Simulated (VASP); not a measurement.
Set up this calculation in VASP 6.6.1, as the native input.

```
Task                   : single point
Functional             : PBE
Potentials or basis    : VASP PAW PBE potentials, release 64 (Te, Sn_d)
Cutoff                 : 520 eV
k mesh                 : 7 × 7 × 7
Occupations            : gaussian, width 0.011 eV
Spin                   : no spin polarisation
Further INCAR settings : ALGO = Normal; EDIFF = 1e-06; NBANDS = 17
```

The structure of SnTe lies in POSCAR:

```
SnTe
1.0
    0.0000000000      3.1508500000      3.1508500000
    3.1508500000      0.0000000000      3.1508500000
    3.1508500000      3.1508500000      0.0000000000
Te Sn
1 1
Direct
    0.5000000000      0.5000000000      0.5000000000
    0.0000000000      0.0000000000      0.0000000000
```

These files were run (other wordings do the same):

INCAR

```
SYSTEM = SnTe
PREC = Accurate ; ENCUT = 520
EDIFF = 1E-6 ; ISMEAR = 0
SIGMA = 0.011 ; LREAL = .FALSE.
LASPH = .TRUE. ; NELM = 100
ALGO = Normal ; ISIF = 2
LWAVE = .FALSE. ; LCHARG = .FALSE.
GGA = PE ; NBANDS = 17
```

KPOINTS

```
Automatic mesh
0
G
  7 7 7
  0 0 0
```

Potentials or basis: VASP PAW PBE potentials, release 64 (Te, Sn_d).

Launch:

```sh
$ cat potpaw_PBE.64/Te/POTCAR potpaw_PBE.64/Sn_d/POTCAR > POTCAR
$ mpirun -np 1 vasp_std > vasp.out
```

It gave:

* Pressure: 2.2 GPa

It took 19 s on 1 thread of Intel(R) Xeon(R) Platinum 8259CL CPU @ 2.50GHz (Skylake/Cascade Lake), on a shared host, peak memory 0.2 GiB.
